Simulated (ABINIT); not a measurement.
A run of ABINIT 10.8.3 (patched build):

File run.abi:

```
# Datasets: one volume each
ndtset 7
getwfk -1
scalecart1 3*0.9795861087
scalecart2 3*0.9864848297
scalecart3 3*0.9932883884
scalecart4 3*1.0000000000
scalecart5 3*1.0066227096
scalecart6 3*1.0131594038
scalecart7 3*1.0196128224

# Pseudopotentials
pp_dirpath "./"
pseudos "Zr.GGA_PBE-JTH.xml, B.GGA_PBE-JTH.xml"

# Structure
acell 3*1.0 Angstrom
rprim
     3.1700000000     0.0000000000     0.0000000000
    -1.5850000000     2.7453005300     0.0000000000
     0.0000000000     0.0000000000     3.5330000000
ntypat 2
znucl 40 5
natom 3
typat 1 2 2
xred
     0.0000000000     0.0000000000     0.0000000000
     0.6666666667     0.3333333333     0.5000000000
     0.3333333333     0.6666666667     0.5000000000

# Plane-wave basis
ecut 17.0
pawecutdg 34.0

# k points
kptopt 1
ngkpt 10 10 8
nshiftk 1
shiftk 0.0 0.0 0.0

# Exchange and correlation
ixc 23

# Bands and occupations
nband 13
occopt 3
tsmear 0.05 eV

# SCF cycle
nstep 100
tolvrs 1.0e-9

# Output
iomode 3
prtwf 1
prtden 0
prteig 0
prtebands 0
enunit 2
```

Potentials or basis: JTH PAW PBE v2.0.

Command:

```sh
$ abinit run.abi > log 2>&1
```

Hardware: 1 thread of Arm Neoverse V1, with other jobs on the host.

**Question.** How long does it take, and how much memory?

**Answer.** Run time: 120 s on 1 thread of Arm Neoverse V1 (shared host), peak memory 0.15 GiB. Counts: scf iterations 58, mpi ranks 1, k points 70, bands 13, plane waves 674.
